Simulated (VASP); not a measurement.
# TiTe2 in VASP: a series of runs

One slab, TiTe2, is run at these levels: PBE; tasks: single point.

All numbers are computed with VASP 6.6.1; they aren't measurements. Logs are shortened: lines on timing, memory, paths and dates and some standing lists are left out, and cuts for length are marked.

**1. Starting point**

The cell holds a slab with vacuum, 6 atoms: a = 3.777 Å, b = 3.777 Å, c = 24.913 Å, α = 90.00°, β = 90.00°, γ = 120.00°.

**2. Single point, PBE**

INCAR reads:

```
PREC = Accurate ; ENCUT = 460
EDIFF = 1E-7 ; ISMEAR = 0
SIGMA = 0.05 ; LREAL = F
LASPH = T ; NELM = 120
ALGO = Normal ; ISIF = 2
LWAVE = F ; LCHARG = F
LDIPOL = T ; IDIPOL = 3
DIPOL = 0.5 0.5 0.500 ; GGA = PE
NBANDS = 38 ; LVHAR = T
LVACPOTAV = T
```

KPOINTS reads:

```
Automatic mesh
0
Gamma
  5 5 1
```

POSCAR reads:

```
TiTe2
1.0
    3.7770008876      0.0000000000      0.0000000000
   -1.8885004438      3.2709787188      0.0000000000
    0.0000000000      0.0000000000     24.9133488000
Te Ti
4 2
Direct
    0.3333333333      0.6666666666      0.3010434310
    0.6666666667      0.3333333334      0.4381325404
    0.3333333333      0.6666666666      0.5618674596
    0.6666666667      0.3333333334      0.6989565690
    0.0000000000      0.0000000000      0.3695879857
    0.0000000000      0.0000000000      0.6304120143
```

Potentials or basis: VASP PAW PBE potentials, release 64 (Te, Ti_sv).

Command:

```
$ cat potpaw_PBE.64/Te/POTCAR potpaw_PBE.64/Ti_sv/POTCAR > POTCAR
$ mpirun -np 1 vasp_std > vasp.out
```

OUTCAR:

```text
PREC = Accurate
   ENCUT = 460
   EDIFF = 1E-7
   ISMEAR = 0
   LREAL = F
   LASPH = T
   NELM = 120
   ISIF = 2
   GGA = PE

 Found      5 irreducible k-points:

 Following reciprocal coordinates:
            Coordinates               Weight
  0.000000  0.000000  0.000000      1.000000
  0.200000  0.000000  0.000000      6.000000
  0.400000  0.000000  0.000000      6.000000
  0.200000  0.200000  0.000000      6.000000
  0.400000  0.200000  0.000000      6.000000
   k-points           NKPTS =      5   k-points in BZ     NKDIM =      5   number of bands    NBANDS=     38
   number of dos      NEDOS =    301   number of ions     NIONS =      6
   total plane-waves  NPLWV = 141120
   dimension x,y,z NGX =    28 NGY =   28 NGZ =  180
   dimension x,y,z NGXF=    56 NGYF=   56 NGZF=  360
   ions per type =               4   2
   NGX,Y,Z   is equivalent  to a cutoff of  12.32, 12.32, 12.01 a.u.
   NGXF,Y,Z  is equivalent  to a cutoff of  24.65, 24.65, 24.02 a.u.
 SYSTEM =  unknown system
   PREC   = accura    normal or accurate (medium, high low for compatibility)
   ISTART =      0    job   : 0-new  1-cont  2-samecut
   ICHARG =      2    charge: 1-file 2-atom 10-const
   ISPIN  =      1    spin polarized calculation?
   LNONCOLLINEAR =      F non collinear calculations
   LSORBIT =      F    spin-orbit coupling
   LASPH  =      T    aspherical Exc in radial PAW
   ENCUT  =  460.0 eV  33.81 Ry    5.81 a.u.   6.61  6.61 43.57*2*pi/ulx,y,z
   NELM   =    120;   NELMIN=  2; NELMDL= -5     # of ELM steps
   EDIFF  = 0.1E-06   stopping-criterion for ELM
   LREAL  =      F    real-space projection
   EDIFFG = 0.1E-05   stopping-criterion for IOM
   NSW    =      0    number of steps for IOM
   IBRION =     -1    ionic relax: 0-MD 1-quasi-New 2-CG
   NFREE  =      0    steps in history (QN), initial steepest desc. (CG)
   ISIF   =      2    stress and relaxation
   ISYM   =      2    0-nonsym 1-usesym 2-fastsym
   POTIM  = 0.5000    time-step for ionic-motion
   TEBEG  =    0.0;   TEEND  =   0.0 temperature during run
   PSTRESS=    0.0 pullay stress
   NELECT =      48.0000    total number of electrons
   NUPDOWN=      -1.0000    fix difference up-down
   EMIN   =  10.00;   EMAX   =-10.00  energy-range for DOS
   EFERMI =   0.00;   METHOD = LEGACY
   ISMEAR =     0;   SIGMA  =   0.05  broadening in eV -4-tet -1-fermi 0-gaus
   EFERMI_NEDOS =   21; number of points for ismear=-14 and -15
   IALGO  =     38    algorithm
   IMIX   =      4    mixing-type and parameters
     AMIX     =   0.40;   BMIX     =  1.00
     AMIX_MAG =   1.60;   BMIX_MAG =  1.00
  volume/ion in A,a.u.               =      51.30       346.18
  Fermi-wavevector in a.u.,A,eV,Ry     =   0.881190  1.665208 10.564869  0.776496
  Thomas-Fermi vector in A             =   2.001653
   LORBIT       =      0    0 simple, 1 ext, 2 COOP (PROOUT), +10 PAW based schemes
   GGA     = PE    functional components
   LHFCALC =     F    Hartree Fock is set to
   AEXX    =    0.0000 exact exchange contribution
   IVDW    =     0    specifies the selected vdW correction
   LEPSILON=     F    determine dielectric tensor
   LRPA    =     F    only Hartree local field effects (RPA)
 non-spin polarized calculation
 Gauss-broadening in eV      SIGMA  =   0.05
  energy-cutoff  :      460.00
  volume of cell :      307.79
 maximum number of plane-waves:      6975
 NGX is ok and might be reduce to    28
   NGX = 13   NGY = 13   NGZ = 87

 number of electron      48.0000000 magnetization

 dipolmoment           0.000000      0.000000      0.000000 electrons x Angstroem

 Free energy of the ion-electron system (eV)
  ---------------------------------------------------
  ext. energy  EPLUGINS =         0.00000000
  ---------------------------------------------------
  free energy    TOTEN  =       -32.32717439 eV

  energy without entropy =      -32.32099613  energy(sigma->0) =      -32.32408526

 E-fermi :   1.0685     XC(G=0):  -5.6196

 val. band max:        1.0532791293   @ k =   0.4000   0.0000   0.0000
 cond. band min:       1.1995855785   @ k =   0.4000   0.0000   0.0000
 fundamental gap:      0.1463064492
 Fermi energy:         1.0684974724

 k-point     1 :       0.0000    0.0000    0.0000
  band No.  band energies     occupation
      1     -56.3494      2.00000
      2     -56.3494      2.00000
      3     -32.5915      2.00000
      4     -32.5915      2.00000
      5     -32.5915      2.00000
      6     -32.5915      2.00000
[... 28 lines left out ...]
     35       5.4840      0.00000
     36       5.6803      0.00000

 k-point     2 :       0.2000    0.0000    0.0000
  band No.  band energies     occupation
      1     -56.3483      2.00000
      2     -56.3483      2.00000
      3     -32.6058      2.00000
      4     -32.6058      2.00000
      5     -32.5948      2.00000
      6     -32.5948      2.00000
[... 28 lines left out ...]
     35       6.0808      0.00000
     36       6.2009      0.00000

 k-point     3 :       0.4000    0.0000    0.0000
  band No.  band energies     occupation
      1     -56.3466      2.00000
      2     -56.3466      2.00000
      3     -32.6288      2.00000
      4     -32.6288      2.00000
      5     -32.6001      2.00000
      6     -32.6001      2.00000
[... 28 lines left out ...]
     35       5.6448      0.00000
     36       5.9821      0.00000

 k-point     4 :       0.2000    0.2000    0.0000
  band No.  band energies     occupation
      1     -56.3470      2.00000
      2     -56.3470      2.00000
      3     -32.6206      2.00000
      4     -32.6206      2.00000
      5     -32.6029      2.00000
      6     -32.6029      2.00000
[... 28 lines left out ...]
     35       6.7233      0.00000
     36       6.7853      0.00000

 k-point     5 :       0.4000    0.2000    0.0000
  band No.  band energies     occupation
      1     -56.3461      2.00000
      2     -56.3461      2.00000
      3     -32.6276      2.00000
      4     -32.6276      2.00000
      5     -32.6099      2.00000
      6     -32.6099      2.00000
[... 28 lines left out ...]
     35       5.9953      0.00000
     36       6.4845      0.00000
 [bands above 36 left out]

------------------------ aborting loop because EDIFF is reached ----------------------------------------

  FORCE on cell =-STRESS in cart. coord.  units (eV):
  Direction    XX          YY          ZZ          XY          YZ          ZX
  --------------------------------------------------------------------------------------
  -------------------------------------------------------------------------------------
  Total        0.5758701      0.5758701      1.4023488      0.0000000     -0.0000000     -0.0000000
  in kB        2.9976311      2.9976311      7.2997789      0.0000000     -0.0000000     -0.0000000
  external PRESSURE =       4.4316803 kB  Pullay stress =       0.0000000 kB

 VOLUME and BASIS-vectors are now :
 -----------------------------------------------------------------------------
  energy-cutoff  :      460.00
  volume of cell :      307.79
      direct lattice vectors                 reciprocal lattice vectors
     3.777000888  0.000000000  0.000000000     0.264760330  0.152859448  0.000000000
    -1.888500444  3.270978719  0.000000000     0.000000000  0.305718895  0.000000000
     0.000000000  0.000000000 24.913348800     0.000000000  0.000000000  0.040139124

 POSITION                                       TOTAL-FORCE (eV/Angst)
 -----------------------------------------------------------------------------------
     -0.00000      2.18065      7.50000        -0.000000     -0.000000     -0.228451
      1.88850      1.09033     10.91535         0.000000      0.000000     -0.053792
     -0.00000      2.18065     13.99800        -0.000000     -0.000000      0.053792
      1.88850      1.09033     17.41335         0.000000     -0.000000      0.228451
      0.00000      0.00000      9.20767        -0.000000      0.000000      0.148565
      0.00000      0.00000     15.70567         0.000000      0.000000     -0.148565
 -----------------------------------------------------------------------------------
    total drift:                               -0.000000     -0.000000      0.000000

  FREE ENERGIE OF THE ION-ELECTRON SYSTEM (eV)
  ---------------------------------------------------
  free  energy   TOTEN  =       -32.3271743927 eV

  energy  without entropy=      -32.3209961306  energy(sigma->0) =      -32.32408526

 vacuum level on the upper side and lower side of the slab         6.102         6.102
```

It took 77 s on 1 thread of Intel Xeon Platinum 8488C (Sapphire Rapids), shared host; peak memory 0.37 GiB.

These settings aren't checked as converged: the numbers below hold their error.

What came out:

```yaml
Free_energy: -32.3272 eV
Largest_force: 0.228 eV/Å
Band_gap_on_the_k_mesh: none (metal or under the smearing width)
Work_function_of_the_upper_face: 5.03 eV
Work_function_of_the_lower_face: 5.03 eV
```

Caveat: the k mesh is coarse (spacing up to 0.38 Å⁻¹), so the values aren't converged.

**3. Single point, PBE**

This run uses another cell than the first one, of 32.77 Å³/atom, 0.639 times its volume.

INCAR is that of step 2.

KPOINTS reads:

```
Automatic mesh
0
Gamma
  9 9 1
```

POSCAR reads:

```
TiTe2
1.0
    3.7770008876      0.0000000000      0.0000000000
   -1.8885004438      3.2709787188      0.0000000000
    0.0000000000      0.0000000000     15.9133488000
Te Ti
4 2
Direct
    0.3333333333      0.6666666666      0.1885209730
    0.6666666667      0.3333333334      0.4031425994
    0.3333333333      0.6666666666      0.5968574006
    0.6666666667      0.3333333334      0.8114790270
    0.0000000000      0.0000000000      0.2958317862
    0.0000000000      0.0000000000      0.7041682138
```

Potentials or basis: VASP PAW PBE potentials, release 64 (Te, Ti_sv).

Command:

```
$ cat potpaw_PBE.64/Te/POTCAR potpaw_PBE.64/Ti_sv/POTCAR > POTCAR
$ mpirun -np 1 vasp_std > vasp.out
```

OUTCAR:

```text
PREC = Accurate
   ENCUT = 460
   EDIFF = 1E-7
   ISMEAR = 0
   LREAL = F
   LASPH = T
   NELM = 120
   ISIF = 2
   GGA = PE

 Found     12 irreducible k-points:

 Following reciprocal coordinates:
            Coordinates               Weight
  0.000000  0.000000  0.000000      1.000000
  0.111111  0.000000  0.000000      6.000000
  0.222222  0.000000  0.000000      6.000000
  0.333333  0.000000  0.000000      6.000000
  0.444444  0.000000  0.000000      6.000000
[... 323 lines left out ...]
  -------------------------------------------------------------------------------------
  Total        0.3063730      0.3063730      1.7512075      0.0000000      0.0000000     -0.0000000
  in kB        2.4967480      2.4967480     14.2712432      0.0000000      0.0000000     -0.0000000
  external PRESSURE =       6.4215797 kB  Pullay stress =       0.0000000 kB

 VOLUME and BASIS-vectors are now :
 -----------------------------------------------------------------------------
  energy-cutoff  :      460.00
  volume of cell :      196.60
      direct lattice vectors                 reciprocal lattice vectors
     3.777000888  0.000000000  0.000000000     0.264760330  0.152859448  0.000000000
    -1.888500444  3.270978719  0.000000000     0.000000000  0.305718895  0.000000000
     0.000000000  0.000000000 15.913348800     0.000000000  0.000000000  0.062840324

 POSITION                                       TOTAL-FORCE (eV/Angst)
 -----------------------------------------------------------------------------------
     -0.00000      2.18065      3.00000        -0.000000      0.000000     -0.269864
      1.88850      1.09033      6.41535        -0.000000      0.000000      0.017949
     -0.00000      2.18065      9.49800         0.000000     -0.000000     -0.017949
      1.88850      1.09033     12.91335         0.000000     -0.000000      0.269864
      0.00000      0.00000      4.70767         0.000000      0.000000      0.130464
      0.00000      0.00000     11.20567        -0.000000     -0.000000     -0.130464
 -----------------------------------------------------------------------------------
    total drift:                                0.000000      0.000000      0.000000

  FREE ENERGIE OF THE ION-ELECTRON SYSTEM (eV)
  ---------------------------------------------------
  free  energy   TOTEN  =       -32.3678188262 eV

  energy  without entropy=      -32.3618678690  energy(sigma->0) =      -32.36484335
```

Run time: 74 s. Hardware: 1 thread of Intel Xeon Platinum 8488C (Sapphire Rapids), shared host; peak memory 0.3 GiB.

The run converged, but some of its settings lie outside the range that counts as converged, so its numbers aren't taken as properties of the slab.

Results:

```
Free energy            : -32.3678 eV
Largest force          : 0.270 eV/Å
Band gap on the k mesh : none (metal or under the smearing width)
```

**4. Single point, PBE**

This run uses another cell than the first one, of 45.12 Å³/atom, 0.880 times its volume.

Edit INCAR of step 3 so:

```diff
@@ -2,3 +2,3 @@
 EDIFF = 1E-7 ; ISMEAR = 0
-SIGMA = 0.05 ; LREAL = F
+SIGMA = 0.3 ; LREAL = F
 LASPH = T ; NELM = 120
```

KPOINTS reads:

```
Automatic mesh
0
Gamma
  7 7 1
```

POSCAR reads:

```
TiTe2
1.0
    3.7770008876      0.0000000000      0.0000000000
   -1.8885004438      3.2709787188      0.0000000000
    0.0000000000      0.0000000000     21.9133488000
Te Ti
4 2
Direct
    0.3333333333      0.6666666666      0.2738057088
    0.6666666667      0.3333333334      0.4296627086
    0.3333333333      0.6666666666      0.5703372914
    0.6666666667      0.3333333334      0.7261942912
    0.0000000000      0.0000000000      0.3517342087
    0.0000000000      0.0000000000      0.6482657913
```

Command:

```
$ cat potpaw_PBE.64/Te/POTCAR potpaw_PBE.64/Ti_sv/POTCAR > POTCAR
$ mpirun -np 1 vasp_std > vasp.out
```

It took 94 s on 1 thread of Intel Xeon Platinum 8488C (Sapphire Rapids), shared host; peak memory 0.36 GiB.

The run converged, but some of its settings lie outside the range that counts as converged, so its numbers aren't taken as properties of the slab.

Results:

| Quantity | Value |
| --- | --- |
| Free energy | -32.4277 eV |
| Largest force | 0.242 eV/Å |
| Band gap on the k mesh | none (metal or under the smearing width) |
| Work function of the upper face | 4.95 eV |
| Work function of the lower face | 4.95 eV |

**5. Single point, PBE**

This run uses another cell than the first one, of 45.12 Å³/atom, 0.880 times its volume.

Edit INCAR of step 4 so:

```diff
@@ -1,4 +1,4 @@
 PREC = Accurate ; ENCUT = 460
-EDIFF = 1E-7 ; ISMEAR = 0
-SIGMA = 0.3 ; LREAL = F
+EDIFF = 1E-5 ; ISMEAR = 0
+SIGMA = 0.05 ; LREAL = F
 LASPH = T ; NELM = 120
```

KPOINTS is that of step 4.

POSCAR is that of step 4.

Command:

```
$ cat potpaw_PBE.64/Te/POTCAR potpaw_PBE.64/Ti_sv/POTCAR > POTCAR
$ mpirun -np 1 vasp_std > vasp.out
```

It took 80 s on 1 thread of Intel Xeon Platinum 8488C (Sapphire Rapids), shared host; peak memory 0.35 GiB.

The run converged, but some of its settings lie outside the range that counts as converged, so its numbers aren't taken as properties of the slab.

Results:

| Item | Value |
| --- | --- |
| Free energy | -32.3608 eV |
| Largest force | 0.230 eV/Å |
| Band gap on the k mesh | none (metal or under the smearing width) |
| Work function of the upper face | 5.00 eV |
| Work function of the lower face | 5.00 eV |

(Continued in part 2 of 2.)
